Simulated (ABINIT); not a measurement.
Runs of ABINIT 10.8.3 (patched build) on MgB2. The structure is hexagonal, space group P6/mmm (No. 191). The conventional cell has a = 3.085 Å, b = 3.085 Å, c = 3.523 Å, α = 90.00°, β = 90.00°, γ = 120.00°. Mg (site symmetry 6/mmm) is surrounded by 12 B at 2.51 Å. B (site symmetry -6m2) is surrounded by 3 B at 1.78 Å. 

| task | potentials or basis | cell | cutoff (eV) | cell freedom (optcell) | cutoff smearing ecutsm (Ha) | optimiser (ionmov) | force stop (Ha/bohr) | fine-grid cutoff | gap on the mesh (eV) | pressure (GPa) |
| --- | --- | --- | --- | --- | --- | --- | --- | --- | --- | --- |
| band structure | Ansatz NC PBE | as given | 1143 | - | - | - | - | - | none | -0.9 |
| band structure | SG15 NC PBE v1.2 | as given | 1143 | - | - | - | - | - | none | (a) |
| band structure | PseudoDojo NC SR PBE v0.4 stringent | as given | 1143 | - | - | - | - | - | none | -0.9 |
| band structure | PseudoDojo NC SR PBE v0.4.1 standard | as given | 1143 | - | - | - | - | - | none | -0.9 |
| relaxation of cell and atoms | JTH PAW PBE v2.0 | relaxed to 30 GPa | 517 | 2 | 0.5 | 2 | 0.0005 | 1034.03 eV | none | 30.0 |
| band structure | SPMS NC PBE v1.0 | as given | 816 | - | - | - | - | - | none | -1.2 |
| band structure | PseudoDojo NC SR PBE v0.5 standard | as given | 1143 | - | - | - | - | - | none | -0.9 |
| relaxation of cell and atoms | JTH PAW PBE v2.0 | relaxed to 5 GPa | 517 | 2 | 0.5 | 2 | 0.0005 | 1034.03 eV | none | 5.0 |
| relaxation of cell and atoms | JTH PAW PBE v2.0 | relaxed | 517 | 2 | 0.5 | 2 | 0.0005 | 1034.03 eV | none | 0.0 |
| band structure | PseudoDojo NC SR PBE v0.5 stringent | as given | 1143 | - | - | - | - | - | none | -0.9 |
| relaxation of cell and atoms | JTH PAW PBE v2.0 | relaxed to 20 GPa | 517 | 2 | 0.5 | 2 | 0.0005 | 1034.03 eV | none | 20.0 |
| relaxation of cell and atoms | JTH PAW PBE v2.0 | relaxed to 10 GPa | 517 | 2 | 0.5 | 2 | 0.0005 | 1034.03 eV | none | 10.0 |

Alike in all rows: level PBE; no spin polarisation; k mesh 10 × 10 × 8; smearing fermi-dirac 0.05 eV.

Q: Fill in the values left out.

A: (a) -1.7.

Caveats: the atomic spheres overlap (some runs).

A gap of «none» marks a metal or a gap under the smearing width.
